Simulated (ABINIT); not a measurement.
Write the native input for ABINIT 10.8.3 (patched build) that does the following.

```yaml
Task: equation of state
Functional: PBE
Dispersion: D3
Potentials_or_basis: JTH PAW PBE v2.0
Cutoff: 680 eV
k_mesh: 10 × 10 × 10
Occupations: fermi-dirac, width 0.05 eV
Spin: no spin polarisation
Fine-grid_cutoff: 1278.94 eV
Exchange_and_correlation_inside_the_PAW_spheres: full angular mesh (pawxcdev 0, this build's default; the released program takes 1)
```

The system is AlN.

```
CELL_PARAMETERS angstrom
0.00000 2.18399 2.18399
2.18399 0.00000 2.18399
2.18399 2.18399 0.00000
ATOMIC_POSITIONS crystal
Al 0.00000 0.00000 0.00000
N 0.25000 0.25000 0.25000
```

Measurements of this composition are mostly on another form, of space group No. 186.

These files were run (other wordings do the same):

run.abi

```
ndtset 7
getwfk -1
scalecart1 3*0.9795861087
scalecart2 3*0.9864848297
scalecart3 3*0.9932883884
scalecart4 3*1.0000000000
scalecart5 3*1.0066227096
scalecart6 3*1.0131594038
scalecart7 3*1.0196128224

pp_dirpath "./"
pseudos "Al.GGA_PBE-JTH.xml, N.GGA_PBE-JTH.xml"

acell 5.8366710593 5.8366710593 5.8366710593
rprim
     0.0000000000     0.7071067812     0.7071067812
     0.7071067812     0.0000000000     0.7071067812
     0.7071067812     0.7071067812     0.0000000000
ntypat 2
znucl 13 7
natom 2
typat 1 2
xred
     0.0000000000     0.0000000000     0.0000000000
     0.2500000000     0.2500000000     0.2500000000

ecut 25.0
pawecutdg 47.0

kptopt 1
ngkpt 10 10 10
nshiftk 1
shiftk 0.0 0.0 0.0

ixc 11
vdw_xc 6

nband 8
occopt 3
tsmear 0.00183747

nstep 100
tolvrs 1.0e-9

iomode 3
prtwf 1
prtden 0
prteig 0
prtebands 0
enunit 2
```

Potentials or basis: JTH PAW PBE v2.0.

Command:

```bash
$ abinit run.abi > log 2>&1
```

Results of the run:

| Quantity | Value |
| --- | --- |
| Equilibrium volume | 10.55 Å³/atom |
| Bulk modulus | 201 GPa |
| Pressure derivative of the bulk modulus | 3.9 |

Caveat: the cutoff is too short for stress, so the log's stress isn't used; pressures at fixed basis lie under the slope of the energies.

It took 53 s on 1 thread of Arm Neoverse V2, on a shared host, peak memory 0.13 GiB.
